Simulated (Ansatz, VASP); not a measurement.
TiC in VASP and in Ansatz

```
CELL_PARAMETERS angstrom
0.00000 2.16572 2.16572
2.16572 0.00000 2.16572
2.16572 2.16572 0.00000
ATOMIC_POSITIONS crystal
Ti 0.00000 0.00000 0.00000
C 0.50000 0.50000 0.50000
```

The cell is a database's computed one.

Alike in both runs: task relaxation of cell and atoms; functional PBE; k mesh 11 × 11 × 11; occupations fermi-dirac, width 0.05 eV; no spin polarisation; Hubbard terms Ti d U = 6.0 eV.

```csv
,VASP,Ansatz
version,VASP 6.6.1,Ansatz 0.2.0
potentials or method,"VASP PAW PBE potentials, release 64 (Ti_sv, C)",Ansatz PAW
plane-wave cutoff (eV),600,420
valence electrons in the cell,16,16
```

Ansatz gave:

```
gap on the k mesh at the Fermi level, each at its own relaxed structure (eV) : none
relaxed volume (Å³/atom)                                                     : 10.65
relaxed cell length with the largest relative difference (Å)                 : 3.112
energy change over the relaxation (meV/atom)                                 : -17
```

Task: What did VASP give for the same quantities?

Result: gap on the k mesh at the Fermi level, each at its own relaxed structure (eV): none; relaxed volume (Å³/atom): 10.86; relaxed cell length with the largest relative difference (Å): 3.131; energy change over the relaxation (meV/atom): -37.

The programs project onto different local orbitals, so the same U acts differently. A gap of «none» marks a metal or a gap that the smearing closes.

Caveats: U without spin polarisation on a metal has little footing; the U is typed as a test and isn't derived for this compound; the plane-wave basis is chosen anew once the cell has moved, so the energies of steps on either side of that aren't comparable (Ansatz).
